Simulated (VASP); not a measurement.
# MgS (Fm-3m) in VASP: further runs, part 2 of 2

VASP 6.6.1.

## Step 3: Electrostatic potential, r2SCAN+rVV10

This run uses another cell than the first one, of 17.38 Å³/atom, 0.995 times its volume.

The input, INCAR:

```
SYSTEM = MgS
ALGO     = Normal         ! electronic algorithm
BPARAM   = 11.95        
CPARAM   = 0.0093       
EDIFF    = 1E-6           ! SCF threshold, eV
ENCUT    = 520            ! plane-wave cutoff, eV
ISIF     = 2              ! what is computed and relaxed
ISMEAR   = 0              ! smearing method
IVDW_NL  = 2            
KPAR     = 4            
LASPH    = .True.         ! aspherical terms in the spheres
LCHARG   = .True.         ! write CHGCAR
LMIXTAU  = .True.       
LREAL    = .False.        ! projectors in reciprocal space
LUSE_VDW = .True.       
LVHAR    = .True.       
LWAVE    = .False.        ! write WAVECAR
METAGGA  = R2SCAN         ! meta-GGA
NELM     = 100            ! most SCF steps
PREC     = Accurate       ! precision mode
SIGMA    = 0.02           ! smearing width, eV
```

The input, KPOINTS:

```
k-points
0
Gamma
  10 10 10
  0 0 0
```

The input, POSCAR:

```
MgS                                     
1.0
   -0.0000000000      2.5903437999      2.5903437999
    2.5903437999      0.0000000000      2.5903437999
    2.5903437999      2.5903437999     -0.0000000000
  Mg              S             
     1     1
Direct
     0.0000000000000000    0.0000000000000000    0.0000000000000000
     0.5000000000000000    0.5000000000000000    0.5000000000000000
```

Potentials or basis: VASP PAW PBE potentials, release 64 (Mg, S).

Command:

```console
cat potpaw_PBE.64/Mg/POTCAR potpaw_PBE.64/S/POTCAR > POTCAR
mpirun -np 4 vasp_std > vasp.out
```

OUTCAR:

```text
SYSTEM = MgS
   BPARAM = 11.95
   EDIFF = 1E-6
   ENCUT = 520
   ISIF = 2
   ISMEAR = 0
   IVDW_NL = 2
   LASPH = .True.
   LREAL = .False.
   METAGGA = R2SCAN
   NELM = 100
   PREC = Accurate

 ion  position               nearest neighbor table
   1  0.000  0.000  0.000-   2 2.59   2 2.59   2 2.59   2 2.59   2 2.59   2 2.59
   2  0.500  0.500  0.500-   1 2.59   1 2.59   1 2.59   1 2.59   1 2.59   1 2.59

  LATTYP: Found a face centered cubic cell.
 ALAT       =     5.1806875998

  Lattice vectors:

 A1 = (   0.0000000000,   2.5903437999,   2.5903437999)
 A2 = (   2.5903437999,   0.0000000000,   2.5903437999)
 A3 = (   2.5903437999,   2.5903437999,   0.0000000000)

Analysis of symmetry for initial positions (statically):
=====================================================================
 Subroutine PRICEL returns:
 Original cell was already a primitive cell.

 Routine SETGRP: Setting up the symmetry group for a
 face centered cubic supercell.

 Subroutine GETGRP returns: Found 48 space group operations
 (whereof 48 operations were pure point group operations)
 out of a pool of 48 trial point group operations.

[... 169 lines left out ...]
 fundamental gap:      3.4350105542
 Fermi energy:         3.7455883987

 k-point     1 :       0.0000    0.0000    0.0000
  band No.  band energies     occupation
      1      -9.6612      2.00000
      2       3.6074      2.00000
      3       3.6074      2.00000
      4       3.6074      2.00000
      5       8.2955      0.00000
      6      12.0999      0.00000
      7      12.0999      0.00000
      8      12.0999      0.00000
[... 243 lines left out ...]
 k-point    24 :       0.4000    0.3000    0.0000
  band No.  band energies     occupation
      1      -8.3101      2.00000
      2      -0.0938      2.00000
      3       1.9031      2.00000
      4       2.1764      2.00000
      5       8.2161      0.00000
      6       9.3299      0.00000
      7      14.0731      0.00000
      8      14.8918      0.00000

 [... further k-points ...]

------------------------ aborting loop because EDIFF is reached ----------------------------------------

  FORCE on cell =-STRESS in cart. coord.  units (eV):
  Direction    XX          YY          ZZ          XY          YZ          ZX
  --------------------------------------------------------------------------------------
  -------------------------------------------------------------------------------------
  Total       -0.0066978     -0.0066978     -0.0066978      0.0000000      0.0000000     -0.0000000
  in kB       -0.3087041     -0.3087041     -0.3087041      0.0000000      0.0000000     -0.0000000
  external PRESSURE =      -0.3087041 kB  Pullay stress =       0.0000000 kB

 VOLUME and BASIS-vectors are now :
 -----------------------------------------------------------------------------
  energy-cutoff  :      520.00
  volume of cell :       34.76
      direct lattice vectors                 reciprocal lattice vectors
     0.000000000  2.590343800  2.590343800    -0.193024571  0.193024571  0.193024571
     2.590343800  0.000000000  2.590343800     0.193024571 -0.193024571  0.193024571
     2.590343800  2.590343800  0.000000000     0.193024571  0.193024571 -0.193024571

 POSITION                                       TOTAL-FORCE (eV/Angst)
 -----------------------------------------------------------------------------------
      0.00000      0.00000      0.00000         0.000000     -0.000000     -0.000000
      2.59034      2.59034      2.59034        -0.000000      0.000000      0.000000
 -----------------------------------------------------------------------------------
    total drift:                                0.000000      0.000000      0.000000

  FREE ENERGIE OF THE ION-ELECTRON SYSTEM (eV)
  ---------------------------------------------------
  free  energy   TOTEN  =       -15.2815194693 eV

  energy  without entropy=      -15.2815194693  energy(sigma->0) =      -15.28151947
```

It took 38 s on 4 MPI ranks of AMD EPYC 9R45 (Zen 5), shared host; peak memory 0.24 GiB.

What came out:

- Free energy: -15.2815 eV
- Pressure: 0.0 GPa
- Band gap on the k mesh: 3.44 eV, indirect (least direct gap 4.69 eV)

Caveat: the PAW data sets were made with another functional, which shifts forces and pressure a little. A k mesh can miss the band edges.

## Step 4: Electrostatic potential, HSE06

This run uses another cell than the first one, of 17.38 Å³/atom, 0.995 times its volume.

POSCAR is that of step 3.

The input, INCAR.step1:

```
SYSTEM = MgS
ALGO     = Normal         ! electronic algorithm
EDIFF    = 1E-5           ! SCF threshold, eV
ENCUT    = 520            ! plane-wave cutoff, eV
GGA      = PE             ! functional
ISIF     = 2              ! what is computed and relaxed
ISMEAR   = 0              ! smearing method
KPAR     = 4            
LASPH    = .True.         ! aspherical terms in the spheres
LREAL    = .False.        ! projectors in reciprocal space
LWAVE    = .True.         ! write WAVECAR
NELM     = 100            ! most SCF steps
PREC     = Accurate       ! precision mode
SIGMA    = 0.02           ! smearing width, eV
```

The input, INCAR.step2:

```
SYSTEM = MgS
ALGO     = Normal         ! electronic algorithm
EDIFF    = 1E-6           ! SCF threshold, eV
ENCUT    = 520            ! plane-wave cutoff, eV
GGA      = PE             ! functional
HFSCREEN = 0.2            ! screening, 1/A
ISIF     = 2              ! what is computed and relaxed
ISMEAR   = 0              ! smearing method
ISTART   = 1            
KPAR     = 4            
LASPH    = .True.         ! aspherical terms in the spheres
LCHARG   = .True.         ! write CHGCAR
LHFCALC  = .True.         ! exact exchange
LREAL    = .False.        ! projectors in reciprocal space
LVHAR    = .True.       
LWAVE    = .False.        ! write WAVECAR
NELM     = 100            ! most SCF steps
PREC     = Accurate       ! precision mode
PRECFOCK = Fast         
SIGMA    = 0.02           ! smearing width, eV
```

The input, KPOINTS:

```
k-points
0
Gamma
  8 8 8
  0 0 0
```

Potentials or basis: VASP PAW PBE potentials, release 64 (Mg, S).

Command:

```console
cat potpaw_PBE.64/Mg/POTCAR potpaw_PBE.64/S/POTCAR > POTCAR
cp INCAR.step1 INCAR
mpirun -np 4 vasp_std > vasp.out
cp INCAR.step2 INCAR
mpirun -np 4 vasp_std > vasp.out
```

OUTCAR:

```text
SYSTEM = MgS
   EDIFF = 1E-6
   ENCUT = 520
   GGA = PE
   HFSCREEN = 0.2
   ISIF = 2
   ISMEAR = 0
   ISTART = 1
   LASPH = .True.
   LHFCALC = .True.
   LREAL = .False.
   NELM = 100
   PREC = Accurate
   PRECFOCK = Fast

 ion  position               nearest neighbor table
   1  0.000  0.000  0.000-   2 2.59   2 2.59   2 2.59   2 2.59   2 2.59   2 2.59
   2  0.500  0.500  0.500-   1 2.59   1 2.59   1 2.59   1 2.59   1 2.59   1 2.59

  LATTYP: Found a face centered cubic cell.
 ALAT       =     5.1806875998

  Lattice vectors:

 A1 = (   0.0000000000,   2.5903437999,   2.5903437999)
 A2 = (   2.5903437999,   0.0000000000,   2.5903437999)
 A3 = (   2.5903437999,   2.5903437999,   0.0000000000)

Analysis of symmetry for initial positions (statically):
=====================================================================
 Subroutine PRICEL returns:
 Original cell was already a primitive cell.

 Routine SETGRP: Setting up the symmetry group for a
 face centered cubic supercell.

 Subroutine GETGRP returns: Found 48 space group operations
 (whereof 48 operations were pure point group operations)
 out of a pool of 48 trial point group operations.

The static configuration has the point symmetry O_h .

Analysis of symmetry for dynamics (positions and initial velocities):
=====================================================================
 Subroutine PRICEL returns:
 Original cell was already a primitive cell.

 Routine SETGRP: Setting up the symmetry group for a
 face centered cubic supercell.

 Subroutine GETGRP returns: Found 48 space group operations
 (whereof 48 operations were pure point group operations)
 out of a pool of 48 trial point group operations.

The dynamic configuration has the point symmetry O_h .

 Subroutine INISYM returns: Found 48 space group operations
 (whereof 48 operations are pure point group operations),
 and found     1 'primitive' translations

[... 125 lines left out ...]
   NKREDZ  =     1    reduce k-point grid by
   AEXX    =    0.2500 exact exchange contribution
   HFSCREEN=    0.2000 screening length (either q_TF or 0.3 A-1)
   HFSCREENC=   0.2000 screening length for correlation (either q_TF or 0.3 A-1)
   ENCUTFOCK=  -1.0 apply spherical cutoff to Coloumb kernel
   IVDW    =     0    specifies the selected vdW correction
   LEPSILON=     F    determine dielectric tensor
   LRPA    =     F    only Hartree local field effects (RPA)
 non-spin polarized calculation
 Gauss-broadening in eV      SIGMA  =   0.02
  energy-cutoff  :      520.00
  volume of cell :       34.76
 maximum number of plane-waves:       960
  NGX = 16; NGY = 16; NGZ = 16

 number of electron       7.9999999 magnetization

 Free energy of the ion-electron system (eV)
  ---------------------------------------------------
  ext. energy  EPLUGINS =         0.00000000
  ---------------------------------------------------
  free energy    TOTEN  =        -9.90966562 eV

  energy without entropy =       -9.90966562  energy(sigma->0) =       -9.90966562

 E-fermi :   3.2674     XC(G=0):  -8.0795

 val. band max:        3.1673538967   @ k =   0.0000   0.0000   0.0000
 cond. band min:       6.9708628636   @ k =   0.5000   0.5000   0.0000
 fundamental gap:      3.8035089669
 Fermi energy:         3.2674364088

 k-point     1 :       0.0000    0.0000    0.0000
  band No.  band energies     occupation
      1     -10.8829      2.00000
      2       3.1674      2.00000
      3       3.1674      2.00000
      4       3.1674      2.00000
      5       8.0929      0.00000
      6      12.2884      0.00000
      7      12.2884      0.00000
      8      12.2884      0.00000
[... 243 lines left out ...]
 k-point    24 :      -0.3750    0.2500    0.1250
  band No.  band energies     occupation
      1      -9.1921      2.00000
      2      -1.5953      2.00000
      3       0.8085      2.00000
      4       1.8983      2.00000
      5       9.9015      0.00000
      6      10.4215      0.00000
      7      12.9125      0.00000
      8      14.0087      0.00000

 [... further k-points ...]

------------------------ aborting loop because EDIFF is reached ----------------------------------------

  FORCE on cell =-STRESS in cart. coord.  units (eV):
  Direction    XX          YY          ZZ          XY          YZ          ZX
  --------------------------------------------------------------------------------------
  -------------------------------------------------------------------------------------
  Total        0.0630628      0.0630628      0.0630628      0.0000000      0.0000000     -0.0000000
  in kB        2.9065758      2.9065758      2.9065758      0.0000000      0.0000000     -0.0000000
  external PRESSURE =       2.9065758 kB  Pullay stress =       0.0000000 kB

 VOLUME and BASIS-vectors are now :
 -----------------------------------------------------------------------------
  energy-cutoff  :      520.00
  volume of cell :       34.76
      direct lattice vectors                 reciprocal lattice vectors
     0.000000000  2.590343800  2.590343800    -0.193024571  0.193024571  0.193024571
     2.590343800  0.000000000  2.590343800     0.193024571 -0.193024571  0.193024571
     2.590343800  2.590343800  0.000000000     0.193024571  0.193024571 -0.193024571

 POSITION                                       TOTAL-FORCE (eV/Angst)
 -----------------------------------------------------------------------------------
      0.00000      0.00000      0.00000        -0.000000     -0.000000     -0.000000
      2.59034      2.59034      2.59034         0.000000      0.000000      0.000000
 -----------------------------------------------------------------------------------
    total drift:                               -0.000056     -0.000065     -0.000065

  FREE ENERGIE OF THE ION-ELECTRON SYSTEM (eV)
  ---------------------------------------------------
  free  energy   TOTEN  =        -9.9096656186 eV

  energy  without entropy=       -9.9096656186  energy(sigma->0) =       -9.90966562
```

OSZICAR.step1:

```text
N       E                     dE             d eps       ncg     rms          rms(c)
DAV:   1     0.235056642637E+02    0.23506E+02   -0.38178E+03   480   0.824E+02
DAV:   2    -0.798603664001E+01   -0.31492E+02   -0.30310E+02   664   0.105E+02
DAV:   3    -0.889465639538E+01   -0.90862E+00   -0.90862E+00   568   0.254E+01
DAV:   4    -0.889821744841E+01   -0.35611E-02   -0.35611E-02   736   0.183E+00
DAV:   5    -0.889822844043E+01   -0.10992E-04   -0.10992E-04   592   0.712E-02    0.447E+00
DAV:   6    -0.853849280003E+01    0.35974E+00   -0.91913E-01   496   0.478E+00    0.352E+00
DAV:   7    -0.849780393290E+01    0.40689E-01   -0.23729E-01   592   0.261E+00    0.233E+00
DAV:   8    -0.849796109639E+01   -0.15716E-03   -0.12955E-02   560   0.965E-01    0.886E-01
DAV:   9    -0.849779344212E+01    0.16765E-03   -0.50986E-04   568   0.186E-01    0.265E-01
DAV:  10    -0.849783174533E+01   -0.38303E-04   -0.13420E-04   640   0.776E-02    0.133E-02
DAV:  11    -0.849782933997E+01    0.24054E-05   -0.19552E-05   360   0.233E-02
   1 F= -.84978293E+01 E0= -.84978293E+01  d E =-.478803E-11
```

Wall time 2.3 min (4 MPI ranks of AMD EPYC 9R45 (Zen 5), shared host); peak memory 0.25 GiB.

What came out:

| Property | Result |
| --- | --- |
| Free energy | -9.9097 eV |
| Pressure | 0.3 GPa |
| Band gap on the k mesh | 3.80 eV, indirect (least direct gap 4.93 eV) |

Caveat: the PAW data sets were made with another functional, which shifts forces and pressure a little. A k mesh can miss the band edges.

## Step 5: Electrostatic potential, PBE, non-collinear spin, zero start, spin-orbit coupling

This run uses another cell than the first one, of 17.38 Å³/atom, 0.995 times its volume.

The input, INCAR:

```
SYSTEM = MgS
ALGO     = Fast           ! electronic algorithm
EDIFF    = 1E-6           ! SCF threshold, eV
ENCUT    = 520            ! plane-wave cutoff, eV
GGA      = PE             ! functional
GGA_COMPAT= .False.      
ISIF     = 2              ! what is computed and relaxed
ISMEAR   = 0              ! smearing method
KPAR     = 4            
LASPH    = .True.         ! aspherical terms in the spheres
LCHARG   = .True.         ! write CHGCAR
LORBIT   = 11             ! projections on sites
LREAL    = .False.        ! projectors in reciprocal space
LSORBIT  = .True.         ! spin-orbit coupling
LVHAR    = .True.       
LWAVE    = .False.        ! write WAVECAR
MAGMOM   = 0 0 0 0 0 0    ! initial moments
NELM     = 100            ! most SCF steps
PREC     = Accurate       ! precision mode
SIGMA    = 0.02           ! smearing width, eV
```

The input, KPOINTS:

```
k-points
0
Gamma
  10 10 10
  0 0 0
```

POSCAR is that of step 4.

Command:

```console
cat potpaw_PBE.64/Mg/POTCAR potpaw_PBE.64/S/POTCAR > POTCAR
mpirun -np 4 vasp_ncl > vasp.out
```

It took 13 s on 4 MPI ranks of AMD EPYC 9R45 (Zen 5), shared host; peak memory 0.23 GiB.

The run converged. Its results:

| Quantity | Value |
| --- | --- |
| Free energy | -8.4989 eV |
| Pressure | 1.9 GPa |
| Net moment | 0.00 μB per cell |
| Valence electrons inside the program's atomic spheres | Mg 0.31; S 3.82 |

Moments on the atoms (μB; x, y, z):
```
Mg  0.00 0.00 0.00
S   0.00 0.00 0.00
```

## Step 6: Summary

```csv
task,level,spin,cell,k mesh,cutoff (eV),grid for exact exchange (PRECFOCK),screening parameter,gap on the mesh (eV),pressure (GPa)
relaxation of cell and atoms,r2SCAN+rVV10,off,relaxed,10 × 10 × 10,600,-,-,3.43,0.0
electrostatic potential,r2SCAN+rVV10,off,"Fm-3m, 17.38 Å³/atom",10 × 10 × 10,520,-,-,3.44,0.0
electrostatic potential,HSE06,off,"Fm-3m, 17.38 Å³/atom",8 × 8 × 8,520,Fast,0.2 1/A,3.80,0.3
electrostatic potential,PBE,"non-collinear, zero start, SOC","Fm-3m, 17.38 Å³/atom",10 × 10 × 10,520,-,-,-,1.9
```

Alike in all rows: potentials or basis VASP PAW PBE potentials, release 64 (Mg, S); smearing gaussian 0.02 eV.

The pressure there spans 0.0 GPa (r2SCAN+rVV10) to 1.9 GPa (PBE); a positive pressure means that this level wants a larger cell, a negative one a smaller.

Caveats: the PAW data sets were made with another functional, which shifts forces and pressure a little (some runs).

Absolute energies hang on the potentials; compare differences alone.
